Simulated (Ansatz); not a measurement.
Start from KBr in the rock salt structure (space group Fm-3m, No. 225; a = 6.705 Å). Axes: x, y, z lie along the cube axes.

All numbers come from PBE/PAW in Ansatz (an electronic-structure program), spin-orbit coupling left out.

The change: an isotropic linear strain of +3.00 %; the atoms relax in the strained cell.

Predict the stress tensor and what it implies for the stiffness.

Stress of the strained cell less that of the base (GPa, compression positive):
```
  -0.97    0.00    0.00
   0.00   -0.97    0.00
   0.00    0.00   -0.97
```

Then B = −ΔP/(ΔV/V₀) with ΔV/V₀ = 0.0927 gives secant stiffness values (nonlinear terms included at this strain): B ≈ 10 GPa.

As a check, the harmonic strain energy −½ V₀ Δσ:ε is 10 meV/atom; the computed energy rise is 11 meV/atom.

Whether these cells are dynamically stable was not tested.
